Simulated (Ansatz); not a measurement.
Level of theory: Ansatz 0.2.0, DFT PBE, scalar-relativistic, plane waves, PAW. Settings: cutoff 420 eV, Γ-centred meshes spaced at most about 0.3 Å⁻¹, and about 0.25 Å⁻¹ or finer for metals (2π included), Gaussian smearing. Spin is collinear.

Temperature and zero-point effects are left out.

Task: Order these relaxed structures of GdN by energy, lowest first, with the energy over the lowest of them.
A. (opposed moments near 6.8 μB) Space group P6_3/mmc (No. 194), hexagonal, a = 4.082 Å, c = 5.015 Å. Gd is surrounded by 3 N at 2.36 Å and 2 N at 2.51 Å; N is surrounded by 3 Gd at 2.36 Å and 2 Gd at 2.51 Å.
B. (parallel moments up to 6.9 μB) Space group Fm-3m (No. 225), cubic, a = 4.984 Å. Gd is surrounded by 6 N at 2.49 Å; around N lie 6 Gd at 2.49 Å.
C. (parallel moments up to 6.9 μB) Space group Pm-3m (No. 221), cubic, a = 3.033 Å. Gd is surrounded by 8 N at 2.63 Å and 6 Gd at 3.03 Å; N has 8 Gd at 2.63 Å and 6 N at 3.03 Å.

Result: B (0 meV/atom), A (80 meV/atom), C (816 meV/atom). Forms: B rock salt type, Fm-3m; A P6_3/mmc; C caesium chloride type, Pm-3m. Counting N atoms around Gd (those within 1.25 times the shortest such distance or 1.15 times the sum of covalent radii): B has Gd 6; A has Gd 5; C has Gd 8. Origin: A and C, invented; B, reached from a Materials Project cell.

The 4f shell of Gd is treated without a Hubbard U, which places its levels poorly. Another magnetic order may lie lower. Cells relaxed within their symmetry can be saddle points. Some structure types and database cells were kept out of the candidates from the start, so a known form may be missing.
